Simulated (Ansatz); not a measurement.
# BeTe: the cost of one run

Program: Ansatz 0.2.0. Level of theory: DFT PBE, scalar-relativistic, plane waves, PAW. These are calculated values, not measurements.

1 further run of the same task is left out (set aside as unsound or not needed).

## Step 1: The system as given

It takes space group F-43m (No. 216, cubic). Conventional cell: a = 5.664 Å, b = 5.664 Å, c = 5.664 Å, α = 90.00°, β = 90.00°, γ = 90.00°. Be (site symmetry -43m) has 4 Te at 2.45 Å as nearest neighbours. Te (site symmetry -43m) has 4 Be at 2.45 Å as nearest neighbours.

Structure file:

```xyz
2
Lattice="0.0000 2.8318 2.8318 2.8318 0.0000 2.8318 2.8318 2.8318 0.0000" Properties=species:S:1:pos:R:3 pbc="T T T"
Be    2.8318    2.8318    2.8318
Te    4.2477    4.2477    4.2477
```

The cell was relaxed beforehand at this level, from a generated guess; it is a trial structure. At a tolerance of 0.02 Å it has space group F-43m (No. 216); it has 22.71 Å³/atom, an uncorrected energy of -0.36 eV/atom over the elements.

## Step 2: Electronic structure at the relaxed geometry

Input file input.yaml:

```yaml
crystal:
  lattice:
    - [0.0, 2.8318047757, 2.8318047757]
    - [2.8318047757, 0.0, 2.8318047757]
    - [2.8318047757, 2.8318047757, 0.0]
  atoms:
    - { symbol: Be, position: [0.5, 0.5, 0.5] }
    - { symbol: Te, position: [0.75, 0.75, 0.75] }
basis:
  ecutwfc: 420
kpoints:
  mp_grid: { grid: [8, 8, 8] }
  band_path:
    path:
      - [[0.0, 0.0, 0.0], [-0.5, -0.5, 0.0], [-0.375, -0.375, 0.25]]
      - [[-0.375, 0.0, 0.375], [0.0, 0.0, 0.0], [0.0, 0.0, 0.5], [-0.5, -0.25, 0.25], [-0.5, -0.5, 0.0]]
    npoints: 14
hamiltonian:
  xc: pbe
scf:
  occupations: { method: gaussian, width: 0.02 }
  n_extra_bands: 6
output:
  forces: true
  stress: true
  eigenvalues: true
  populations: true
  dos: { projected: true, de: 0.02, nscf_kmesh: { grid: [12, 12, 12] } }
  bader: true
  write_density: true
  write_potential: true
  elf: true
  volumetric_format: npy
```

On the command line:

```
$ ansatz run input.yaml --threads 1 --pin off --max-ram 2048MiB --backend cpu --events-out ev --progress --plain --runs-dir out
```

Q: Estimate wall time and peak memory on 1 thread of Intel Xeon 6975P-C (Granite Rapids), shared host.

About 18 s, with a peak of 0.38 GiB.
